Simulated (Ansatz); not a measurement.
# Ge (Fd-3m) in Ansatz: a series of runs

The runs below take Ge through band structure, single point, equation of state, with rPW86-PBE, LDA.

All numbers are computed with Ansatz 0.2.0; they aren't measurements. Logs are shortened: lines on timing, memory, paths and dates and some standing lists are left out, and cuts for length are marked.

**The experiment to reproduce.**

“Electronic and optical properties of SixGe1-x-ySny alloys lattice-matched to Ge”, 2021, arxiv:2109.02782 reports, for a bulk crystal of Ge at 300 K: band gap 0.807 eV (direct).

“Sub-monolayer structures of Ag overlayers on Ge(111): experimental observations and first-principles study”, 2019, arxiv:1908.00180 quotes, for a bulk crystal of Ge: bulk modulus 75.8 GPa.

The results are compared with them further down.

**1. Starting point**

Symmetry: Fd-3m, No. 227, cubic system. The conventional cell has a = 5.658 Å, b = 5.658 Å, c = 5.658 Å, α = 90.00°, β = 90.00°, γ = 90.00°. Ge (site symmetry -43m) has 4 Ge at 2.45 Å as nearest neighbours.

**2. Band structure, rPW86-PBE**

input.yaml

```yaml
crystal:
  lattice:
    - [0.0, 2.82891, 2.82891]
    - [2.82891, 0.0, 2.82891]
    - [2.82891, 2.82891, 0.0]
  atoms:
    - { symbol: Ge, position: [0.75, 0.75, 0.75] }
    - { symbol: Ge, position: [0.5, 0.5, 0.5] }
hamiltonian:
  xc: { exchange: rpw86, correlation: pbe }
  pseudopotentials: { kind: paw }
kpoints:
  mp_grid: { grid: [8, 8, 8] }
  band_path:
    path:
      - [[0.0, 0.0, 0.0], [0.5, 0.0, 0.5], [0.5, 0.25, 0.75], [0.375, 0.375, 0.75], [0.0, 0.0, 0.0], [0.5, 0.5, 0.5], [0.625, 0.25, 0.625], [0.5, 0.25, 0.75], [0.5, 0.5, 0.5], [0.375, 0.375, 0.75]]
      - [[0.625, 0.25, 0.625], [0.5, 0.0, 0.5]]
    npoints: 14
scf:
  occupations: { method: fermi_dirac, width: 0.05 }
  n_extra_bands: 6
output:
  forces: true
  stress: true
  eigenvalues: true
  fatbands: false
```

Potentials or basis: Ansatz PAW.

Command:

```bash
$ ansatz run input.yaml --threads 2 --pin off --max-ram 5120MiB --backend cpu --events-out ev --progress --plain --runs-dir out
```

The program printed:

```text
Warning: RAYON_NUM_THREADS=2 ignored (pool sized by the plan → 2); use --threads N
scf.n_extra_bands = 6 over 14 filled bands (N_el = 28.0): the run solves 20 bands
Engine: ansatz 0.2.0, x86_64-unknown-linux-gnu
Pseudopotentials: kind: paw
Pseudopotential: Ge, paw, valence charge 14, recommended cutoff 420 eV (normal), Ge.paw.azcp
Functional definition: unnamed
  exchange = rpw86_x
  correlation = pbe_c
Crystal: 2 atoms, lattice volume = 45.278 Å³
Basis set: ecut = 420 eV, 893 PW (Γ), exchange–correlation on 54×54×54 points (8 copies of the dense FFT grid, shifted against one another)
Bands: 20, of which v1, the nominal top of the filled ones, is band 14 counted from 1 (13 counted from 0)
Symmetry: 48 space group operations
Space group: Fd-3m (ITA 227), of the structure as read, at distance tolerance 3.6e-5 Å
k-points: 29 of 512
Non-local potential: Ge, projectors of the file, l = 0: 2, l = 1: 2, l = 2: 3, l = 3: 1
PAW form: soft (Blöchl's): semilocal exchange-correlation on the pseudo side does not see the compensation charge
PAW frozen core: Ge, regenerated for the run's functional, and the local potential with it (the file was generated under x = pbe(κ = 0.804, μ = 0.2195149727645171), c = pbe(β = 0.06672455060314922))
PAW one-centre angular grid: Ge, 590 points (default); XC on 64 Gauss nodes
Initial density: superposition of atomic densities (neutral atoms: chi_scale 0, normalization atom), corrected by the library's trained network
Initial wavefunctions: pseudopotential atomic-orbital guess
Functional: x = rpw86, c = pbe(β = 0.06672455060314922)
SCF iter   1: F=—  HF=-8652.767145 eV  |F-HF|=—  |Δ(HF+E_count)|=         —  Δρ=6.09e-3  dr2=5.93e-3  ethr=1.77e-3  ⟨swp⟩=6.0  Hψ=2805  notcnv=0  defer=1
preconditioner: auto → none  [insulator: Δε(μ)=0.151 eV  Ē_g=25.091 eV  σ=0.050 eV  W_gap=0.52  n_scr=14 (ndim 8)  ℏωp=29.2 eV  f_vac=0.074  D(μ)=0.08/eV (n_scr^D=0)  ε∞_Penn≈2.4]
SCF iter   2: F=—  HF=-8652.757471 eV  |F-HF|=—  |Δ(HF+E_count)|=   9.67e-3  Δρ=2.31e-3  dr2=1.17e-3  ethr=2.12e-5  ⟨swp⟩=2.0  Hψ=1133  notcnv=0  defer=24
SCF iter   3: F=—  HF=-8652.757042 eV  |F-HF|=—  |Δ(HF+E_count)|=   4.29e-4  Δρ=6.41e-4  dr2=6.92e-5  ethr=4.17e-6  ⟨swp⟩=2.7  Hψ=876  notcnv=0  defer=24
SCF iter   4: F=—  HF=-8652.757087 eV  |F-HF|=—  |Δ(HF+E_count)|=   4.52e-5  Δρ=9.77e-5  dr2=2.02e-6  ethr=2.47e-7  ⟨swp⟩=2.3  Hψ=736  notcnv=0  defer=24
iter 5 did not close the SCF: its close was put off for the readings that it lacked (scf_convergence_deferred on its scf_iter line)
SCF iter   5: F=-8652.757088 eV  HF=-8652.757088 eV  |F-HF|=5.65e-9  |Δ(HF+E_count)|=   6.64e-7  Δρ=6.47e-6  dr2=7.35e-9  ethr=7.20e-9  ⟨swp⟩=2.0  Hψ=656  notcnv=0  defer=24
SCF iter   6: F=-8652.757088 eV  HF=-8652.757088 eV  |F-HF|=1.29e-9  |Δ(HF+E_count)|=   6.36e-9  Δρ=1.62e-6  dr2=4.48e-10  ethr=2.62e-11  ⟨swp⟩=4.4  Hψ=2094  notcnv=0
SCF 1 converged in 6 iterations: F = -8652.757088 eV  dr2 = 4.48e-10
NSCF: frozen V_eff on 142 k-points
SCF converged after 6 iterations
Free energy (F): -8652.757088 eV
Harris-Foulkes:  -8652.757088 eV  (|F-HF|=1.29e-9)
Internal energy: -8652.756339 eV  (E = F + TS)
E sigma→0 (E₀):  -8652.756713 eV
Entropy (-TS):   -0.000749 eV (-0.374 meV/atom)
Fermi energy:    8.680115 eV
--- Per-component energies (eV) ---
  E_band       = -294.102096
  E_kinetic    = 224.702151
  E_local      = -4929.470738  (includes V_loc(G=0)·N_el)
  E_nonlocal   = 826.693884
  E_hartree    = 2170.521166
  E_xc         = -153.611258
  E_vxc        = -129.472428  (∫ρ·V_xc dr)
  E_paw        = -4102.693976  (= ΣΔE_a)
  E_vpaw       = -627.596187  (= ΣTr[D̂ρ^β])
  E_aug_tail   = 0.000667  (compensation charges beyond the density's cutoff)
  E_ewald      = -2687.134708
  E_core_change = -1.763528  (= ΣΔE_core)
  E_smearing   = -0.000749  (= −TS)
  E_closure    = -0.000000  (closes the sum)
  Σ components = -8652.757088   (vs F -8652.757088, Δ=0.00e0)
--- Forces (eV/Å), atoms counted from 1 ---
  atom   1  Ge     0.00000000     0.00000000     0.00000000
  atom   2  Ge     0.00000000     0.00000000     0.00000000
  max |Σ_I F_I| component: 2.41e-16 eV/Å
--- Stress (GPa, compression-positive) ---
        6.803432      -0.000000      -0.000000
       -0.000000       6.803432       0.000000
       -0.000000      -0.000000       6.803432
  P = ⅓ Tr σ = 6.8034 GPa (68.034 kbar)
--- Band table (eV; the first three rows and the last of 29) ---
  k-point 0: bands = ["-16.0462", "-16.0462", "-16.0462", "-16.0130", "-16.0130", "-15.7965", "-15.7965", "-15.7965", "-15.7856", "-15.7856", "-4.1347", "8.5108", "8.6685", "8.6685", "8.6685", "11.2554", "11.2554", "11.2554", "15.1359", "18.2588"]
  k-point 1: bands = ["-16.0548", "-16.0548", "-16.0437", "-16.0011", "-16.0011", "-15.8099", "-15.8099", "-15.7995", "-15.7741", "-15.7741", "-3.9453", "6.2507", "8.3382", "8.3382", "9.6326", "11.6981", "11.6981", "12.1446", "16.0593", "17.3666"]
  k-point 2: bands = ["-16.0650", "-16.0650", "-16.0376", "-15.9836", "-15.9836", "-15.8245", "-15.8245", "-15.8068", "-15.7630", "-15.7630", "-3.3964", "3.9109", "7.7945", "7.7945", "9.2875", "12.3333", "12.3333", "14.2580", "16.7639", "17.1116"]
  k-point 28: bands = ["-16.0949", "-16.0949", "-15.9523", "-15.9523", "-15.9041", "-15.9041", "-15.8710", "-15.8710", "-15.7290", "-15.7290", "-0.1768", "-0.1768", "4.8124", "4.8124", "12.9792", "12.9792", "13.4502", "13.4502", "19.6793", "19.6793"]
```

bands.tsv:

```text
# k_distance	band_0	band_1	band_2	band_3	band_4	band_5	band_6	band_7	band_8	band_9	band_10	band_11	band_12	band_13	band_14	band_15	band_16	band_17	band_18	band_19
# fermi_ev = 8.680115
[... 158 lines left out ...]
7.072628	-24.761652	-24.760823	-24.675539	-24.673767	-24.576934	-24.576538	-24.519002	-24.517419	-24.421204	-24.420507	-8.957318	-8.937610	-3.118222	-3.047912	0.805197	0.898615	9.343744	9.379286	11.308731	11.660893
7.100673	-24.761011	-24.760801	-24.675590	-24.675141	-24.576747	-24.576649	-24.517792	-24.517398	-24.421222	-24.421044	-8.951572	-8.946659	-3.072739	-3.054807	0.798761	0.822490	9.421185	9.430793	11.486608	11.584207
7.128719	-24.760792	-24.760792	-24.675608	-24.675608	-24.576687	-24.576687	-24.517390	-24.517390	-24.421227	-24.421227	-8.949675	-8.949675	-3.057107	-3.057107	0.796612	0.796612	9.448285	9.448285	11.557284	11.557284
```

It took 6.7 s on 2 threads of Intel Xeon at 2.50GHz (Skylake/Cascade Lake), shared host; peak memory 0.33 GiB.

What came out:

| Quantity | Value |
| --- | --- |
| Free energy | -8652.7571 eV |
| Pressure | 6.8 GPa |
| Band gap on the k mesh | none (metal or under the smearing width) |

Levels at the corners of the path, in eV from the Fermi level:
| point | band 11 | band 12 | band 13 | band 14 | band 15 | band 16 | band 17 | band 18 |
| --- | --- | --- | --- | --- | --- | --- | --- | --- |
| Γ | -12.81 | -0.17 | -0.01 | -0.01 | -0.01 | 2.58 | 2.58 | 2.58 |
| X | -8.95 | -8.95 | -3.06 | -3.06 | 0.80 | 0.80 | 9.45 | 9.45 |
| W | -8.86 | -8.86 | -3.87 | -3.87 | 4.30 | 4.30 | 4.77 | 4.77 |
| K | -9.42 | -8.36 | -4.29 | -2.62 | 1.19 | 4.10 | 7.17 | 7.37 |
| Γ | -12.81 | -0.17 | -0.01 | -0.01 | -0.01 | 2.58 | 2.58 | 2.58 |
| L | -10.74 | -7.62 | -1.41 | -1.41 | 0.12 | 3.79 | 3.79 | 7.20 |
| U | -9.42 | -8.36 | -4.29 | -2.62 | 1.19 | 4.10 | 7.17 | 7.37 |
| W | -8.86 | -8.86 | -3.87 | -3.87 | 4.30 | 4.30 | 4.77 | 4.77 |
| L | -10.74 | -7.62 | -1.41 | -1.41 | 0.12 | 3.79 | 3.79 | 7.20 |
| K | -9.42 | -8.36 | -4.29 | -2.62 | 1.19 | 4.10 | 7.17 | 7.37 |
| U | -9.42 | -8.36 | -4.29 | -2.62 | 1.19 | 4.10 | 7.17 | 7.37 |
| X | -8.95 | -8.95 | -3.06 | -3.06 | 0.80 | 0.80 | 9.45 | 9.45 |

Caveat: the PAW data sets come from PBE, with cores solved anew for the run's functional, which leaves a small shift of forces and pressure; this crystal is a semiconductor, whose small gap the functional closes, so the metal is an error of the method.

**3. Single point, LDA, 21.28 Å³/atom (volume scaled by 0.94)**

input.yaml

```yaml
crystal:
  lattice:
    - [0.0, 2.7711609388, 2.7711609388]
    - [2.7711609388, 0.0, 2.7711609388]
    - [2.7711609388, 2.7711609388, 0.0]
  atoms:
    - { symbol: Ge, position: [0.75, 0.75, 0.75] }
    - { symbol: Ge, position: [0.5, 0.5, 0.5] }
hamiltonian:
  xc: lda
  pseudopotentials: { kind: paw, xc_functional: lda, accuracy: standard }
kpoints:
  mp_grid: { grid: [8, 8, 8] }
scf:
  occupations: { method: fermi_dirac, width: 0.05 }
output:
  forces: true
  stress: true
  eigenvalues: true
```

Potentials or basis: JTH PAW LDA.

Command:

```bash
$ ansatz run input.yaml --threads 2 --pin off --max-ram 5120MiB --backend cpu --events-out ev --progress --plain --runs-dir out
```

Run time: 7.6 s. Hardware: 2 threads of Intel Xeon at 2.50GHz (Skylake/Cascade Lake), shared host; peak memory 0.41 GiB.

The run converged. Its results:

* Free energy: -8429.2413 eV
* Pressure: 3.7 GPa
* Band gap on the k mesh: 0.23 eV, indirect (least direct gap 0.35 eV)

**4. Single point, LDA, 21.73 Å³/atom (volume scaled by 0.96)**

input.yaml, as its differences from that of step 3:

```diff
@@ -2,5 +2,5 @@
   lattice:
-    - [0.0, 2.7711609388, 2.7711609388]
-    - [2.7711609388, 0.0, 2.7711609388]
-    - [2.7711609388, 2.7711609388, 0.0]
+    - [0.0, 2.7906767997, 2.7906767997]
+    - [2.7906767997, 0.0, 2.7906767997]
+    - [2.7906767997, 2.7906767997, 0.0]
   atoms:
@@ -19 +19,5 @@
   eigenvalues: true
+  write_density: true
+  write_potential: true
+  elf: true
+  volumetric_format: npy
```

Command:

```bash
$ ansatz run input.yaml --threads 2 --pin off --max-ram 5120MiB --backend cpu --events-out ev --progress --plain --runs-dir out
```

It took 11 s on 2 threads of Intel Xeon at 2.50GHz (Skylake/Cascade Lake), shared host; peak memory 0.42 GiB.

It converged, with:

| Item | Value |
| --- | --- |
| Free energy | -8429.2569 eV |
| Pressure | 1.9 GPa |
| Band gap on the k mesh | 0.15 eV, direct |

**5. Single point, LDA, 22.19 Å³/atom (volume scaled by 0.98)**

input.yaml

```yaml
crystal:
  lattice:
    - [0.0, 2.8099234548, 2.8099234548]
    - [2.8099234548, 0.0, 2.8099234548]
    - [2.8099234548, 2.8099234548, 0.0]
  atoms:
    - { symbol: Ge, position: [0.75, 0.75, 0.75] }
    - { symbol: Ge, position: [0.5, 0.5, 0.5] }
hamiltonian:
  xc: lda
  pseudopotentials: { kind: paw, xc_functional: lda, accuracy: standard }
kpoints:
  mp_grid: { grid: [8, 8, 8] }
scf:
  occupations: { method: fermi_dirac, width: 0.05 }
output:
  forces: true
  stress: true
  eigenvalues: true
```

Command:

```bash
$ ansatz run input.yaml --threads 2 --pin off --max-ram 5120MiB --backend cpu --events-out ev --progress --plain --runs-dir out
```

It took 7.8 s on 2 threads of Intel Xeon at 2.50GHz (Skylake/Cascade Lake), shared host; peak memory 0.41 GiB.

It converged, with:

```yaml
Free_energy: -8429.2632 eV
Pressure: 0.4 GPa
Band_gap_on_the_k_mesh: none (metal or under the smearing width)
```

**6. Single point, LDA, 22.64 Å³/atom**

input.yaml, as its differences from that of step 5:

```diff
@@ -2,5 +2,5 @@
   lattice:
-    - [0.0, 2.8099234548, 2.8099234548]
-    - [2.8099234548, 0.0, 2.8099234548]
-    - [2.8099234548, 2.8099234548, 0.0]
+    - [0.0, 2.82891, 2.82891]
+    - [2.82891, 0.0, 2.82891]
+    - [2.82891, 2.82891, 0.0]
   atoms:
```

Potentials or basis: JTH PAW LDA.

Command:

```bash
$ ansatz run input.yaml --threads 2 --pin off --max-ram 5120MiB --backend cpu --events-out ev --progress --plain --runs-dir out
```

It took 7.8 s on 2 threads of Intel Xeon at 2.50GHz (Skylake/Cascade Lake), shared host; peak memory 0.42 GiB.

Results (log left out):

```
Free energy            : -8429.2613 eV
Pressure               : -1.0 GPa
Band gap on the k mesh : none (metal or under the smearing width)
```

**7. Single point, LDA, 23.09 Å³/atom (volume scaled by 1.02)**

input.yaml, as its differences from that of step 6:

```diff
@@ -2,5 +2,5 @@
   lattice:
-    - [0.0, 2.82891, 2.82891]
-    - [2.82891, 0.0, 2.82891]
-    - [2.82891, 2.82891, 0.0]
+    - [0.0, 2.8476450493, 2.8476450493]
+    - [2.8476450493, 0.0, 2.8476450493]
+    - [2.8476450493, 2.8476450493, 0.0]
   atoms:
@@ -19 +19,5 @@
   eigenvalues: true
+  write_density: true
+  write_potential: true
+  elf: true
+  volumetric_format: npy
```

Command:

```bash
$ ansatz run input.yaml --threads 2 --pin off --max-ram 5120MiB --backend cpu --events-out ev --progress --plain --runs-dir out
```

It took 9.7 s on 2 threads of Intel Xeon at 2.50GHz (Skylake/Cascade Lake), shared host; peak memory 0.43 GiB.

It converged, with:

```
Free energy            : -8429.2519 eV
Pressure               : -2.3 GPa
Band gap on the k mesh : none (metal or under the smearing width)
```

**8. Single point, LDA, 23.54 Å³/atom (volume scaled by 1.04)**

input.yaml

```yaml
crystal:
  lattice:
    - [0.0, 2.8661367691, 2.8661367691]
    - [2.8661367691, 0.0, 2.8661367691]
    - [2.8661367691, 2.8661367691, 0.0]
  atoms:
    - { symbol: Ge, position: [0.75, 0.75, 0.75] }
    - { symbol: Ge, position: [0.5, 0.5, 0.5] }
hamiltonian:
  xc: lda
  pseudopotentials: { kind: paw, xc_functional: lda, accuracy: standard }
kpoints:
  mp_grid: { grid: [8, 8, 8] }
scf:
  occupations: { method: fermi_dirac, width: 0.05 }
output:
  forces: true
  stress: true
  eigenvalues: true
```

Command:

```bash
$ ansatz run input.yaml --threads 2 --pin off --max-ram 5120MiB --backend cpu --events-out ev --progress --plain --runs-dir out
```

Wall time 7.3 s (2 threads of Intel Xeon at 2.50GHz (Skylake/Cascade Lake), shared host); peak memory 0.43 GiB.

Results (log left out):

```yaml
Free_energy: -8429.2359 eV
Pressure: -3.4 GPa
Band_gap_on_the_k_mesh: none (metal or under the smearing width)
```

**9. Single point, LDA, 24.00 Å³/atom (volume scaled by 1.06)**

input.yaml, as its differences from that of step 8:

```diff
@@ -2,5 +2,5 @@
   lattice:
-    - [0.0, 2.8661367691, 2.8661367691]
-    - [2.8661367691, 0.0, 2.8661367691]
-    - [2.8661367691, 2.8661367691, 0.0]
+    - [0.0, 2.8843929095, 2.8843929095]
+    - [2.8843929095, 0.0, 2.8843929095]
+    - [2.8843929095, 2.8843929095, 0.0]
   atoms:
```

Potentials or basis: JTH PAW LDA.

Command:

```bash
$ ansatz run input.yaml --threads 2 --pin off --max-ram 5120MiB --backend cpu --events-out ev --progress --plain --runs-dir out
```

It took 7.6 s on 2 threads of Intel Xeon at 2.50GHz (Skylake/Cascade Lake), shared host; peak memory 0.43 GiB.

The run converged. Its results:

- Free energy: -8429.2139 eV
- Pressure: -4.4 GPa
- Band gap on the k mesh: none (metal or under the smearing width)

**10. Equation of state, LDA**

This step only gathers the single runs of the series.

Results:

```yaml
Equilibrium_volume: 22.30 Å³/atom
Bulk_modulus: 70 GPa
Pressure_derivative_of_the_bulk_modulus: 4.3
```

Energy against volume, from the lowest point:
| volume (Å³/atom) | energy (meV/atom) |
| --- | --- |
| 21.281 | 10.92 |
| 21.733 | 3.13 |
| 22.186 | 0.00 |
| 22.639 | 0.95 |
| 23.092 | 5.62 |
| 23.545 | 13.64 |
| 23.997 | 24.62 |

**11. Against experiment**

Step 2. Against the measured gap of Ge, 0.807 eV (direct; 300 K; “Electronic and optical properties of SixGe1-x-ySny alloys lattice-matched to Ge”, 2021, arxiv:2109.02782), the calculated 0.00 eV is off by -0.81 eV. 3 values of this kind are on record (0.666 to 0.807 eV); this one was drawn at random among those near their median. Spin-orbit coupling on Ge is left out. The value is that of rPW86-PBE on a finite k mesh, which can miss the band edges, without temperature or zero-point motion.

Step 10. Measured bulk modulus of Ge: 75.8 GPa (quoted in “Sub-monolayer structures of Ag overlayers on Ge(111): experimental observations and first-principles study”, 2019, arxiv:1908.00180). This calculation gives 70 GPa (-7.7 %). The fit is for a static lattice scaled at fixed shape and fixed fractional positions. The cell as given is a measured one (22.64 Å³/atom); LDA puts the equilibrium volume -1.5 % from it, thermal expansion not counted.
